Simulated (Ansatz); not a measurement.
# ZnO (zincite): the cost of one run

Method: DFT PBEsol, scalar-relativistic, plane waves, PAW, in Ansatz 0.2.0.

That is the level of the relaxation; later steps name their own.

1 further run of the same task is left out (set aside as unsound or not needed).

## (1) Starting point

Symmetry: P6_3mc, No. 186, hexagonal system. The conventional cell has a = 3.230 Å, b = 3.230 Å, c = 5.214 Å, α = 90.00°, β = 90.00°, γ = 120.00°. Around Zn (site symmetry 3m) lie 4 O at 1.97 to 1.98 Å. O (site symmetry 3m) has 4 Zn at 1.97 to 1.98 Å as nearest neighbours.

Coordinates:

```
CELL_PARAMETERS angstrom
3.23006 0.00000 0.00000
-1.61503 2.79731 0.00000
0.00000 0.00000 5.21411
ATOMIC_POSITIONS crystal
Zn 0.33333 0.66667 0.50003
Zn 0.66667 0.33333 0.00003
O 0.66667 0.33333 0.37898
O 0.33333 0.66667 0.87898
```

It is the result of an earlier relaxation at this level (volume 11.78 Å³/atom; gap on the mesh: 0.70 eV).

## (2) Band edges over the whole zone

Input file input.yaml:

```yaml
crystal:
  lattice:
    - [3.2300572067, 0.0, 0.0]
    - [-1.6150286033, 2.7973115966, 0.0]
    - [0.0, 0.0, 5.2141142653]
  atoms:
    - { symbol: Zn, position: [0.3333333333, 0.6666666667, 0.5000326392] }
    - { symbol: Zn, position: [0.6666666667, 0.3333333333, 3.26392e-05] }
    - { symbol: O, position: [0.6666666667, 0.3333333333, 0.3789773608] }
    - { symbol: O, position: [0.3333333333, 0.6666666667, 0.8789773608] }
basis:
  ecutwfc: 420
kpoints:
  mp_grid: { grid: [9, 9, 6] }
  band_path: { path: [VBM, CBM], npoints: 2 }
hamiltonian:
  xc: pbesol
scf:
  occupations: { method: gaussian, width: 0.02 }
output:
  forces: true
  stress: true
  eigenvalues: true
```

Launch:

```sh
ansatz run input.yaml --threads 2 --pin off --max-ram 5120MiB --backend cpu --events-out ev --progress --plain --runs-dir out
```

**Question.** How long does this run take on 2 threads of Intel Xeon at 2.50GHz (Skylake/Cascade Lake), shared host, and how much memory does it need?

About 8.5 s, with a peak of 0.39 GiB.
